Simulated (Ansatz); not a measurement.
# WC: the cost of one run

Method: DFT PBE, plane waves, PAW, scalar-relativistic, no spin polarisation, in Ansatz 0.2.0.

### 1 The system as given

The cell holds 16 atoms (C8W8): a = 6.073 Å, b = 5.260 Å, c = 5.927 Å, α = 90.00°, β = 90.00°, γ = 90.00°.

Structure file:

```xyz
16
Lattice="-3.0366 -5.2596 0.0000 4.5549 -2.6298 0.0000 0.0000 0.0000 5.9274" Properties=species:S:1:pos:R:3 pbc="T T T"
W     0.0000   -5.2596    0.0000
C     1.5183   -4.3830    1.4819
W     0.0000   -5.2596    2.9637
C     1.5183   -4.3830    4.4456
W    -1.5183   -2.6298    0.0000
C     0.0000   -1.7532    1.4819
W    -1.5183   -2.6298    2.9637
C     0.0000   -1.7532    4.4456
W     1.5183   -2.6298    0.0000
C     3.0366   -1.7532    1.4819
W     1.5183   -2.6298    2.9637
C     3.0366   -1.7532    4.4456
W     0.0000    0.0000    0.0000
C    -1.5183   -4.3830    1.4819
W     0.0000    0.0000    2.9637
C    -1.5183   -4.3830    4.4456
```

### 2 Run 1

180 steps of 1.12 fs under a Langevin thermostat at 2800 K.

File input.yaml:

```yaml
accuracy: low
crystal:
  lattice:
    - [-3.036623, -5.259586, 0.0]
    - [4.554935, -2.629793, 0.0]
    - [0.0, 0.0, 5.927408]
  atoms:
    - { symbol: W, position: [0.75, 0.5, 0.0] }
    - { symbol: C, position: [0.5, 0.6666667, 0.25] }
    - { symbol: W, position: [0.75, 0.5, 0.5] }
    - { symbol: C, position: [0.5, 0.6666667, 0.75] }
    - { symbol: W, position: [0.5, 0.0, 0.0] }
    - { symbol: C, position: [0.25, 0.1666667, 0.25] }
    - { symbol: W, position: [0.5, 0.0, 0.5] }
    - { symbol: C, position: [0.25, 0.1666667, 0.75] }
    - { symbol: W, position: [0.25, 0.5, 0.0] }
    - { symbol: C, position: [0.0, 0.6666667, 0.25] }
    - { symbol: W, position: [0.25, 0.5, 0.5] }
    - { symbol: C, position: [0.0, 0.6666667, 0.75] }
    - { symbol: W, position: [0.0, 0.0, 0.0] }
    - { symbol: C, position: [0.75, 0.1666667, 0.25] }
    - { symbol: W, position: [0.0, 0.0, 0.5] }
    - { symbol: C, position: [0.75, 0.1666667, 0.75] }
basis:
  ecutwfc: 420.0
kpoints:
  mp_grid: { grid: [2, 2, 2] }
hamiltonian:
  xc: pbe
  pseudopotentials: { kind: paw, azcp: { folder: soft_1 } }
scf:
  occupations: { method: fermi_dirac, width: 0.24 }
  lower_state_search: "off"
md:
  timestep: 1.12
  n_steps: 180
  ensemble: nvt_langevin
  temperature: 2800.0
  initial_velocities: maxwell_boltzmann
  seed: 681101
  friction: 0.02
```

Started as:

```
ansatz run input.yaml --threads 1 --pin off --max-ram 3072MiB --backend cpu --events-out ev --progress --plain --runs-dir out
```

What time and memory should one allow on 1 thread of Arm Neoverse V1, shared host?

About 20 min, with a peak of 0.58 GiB.
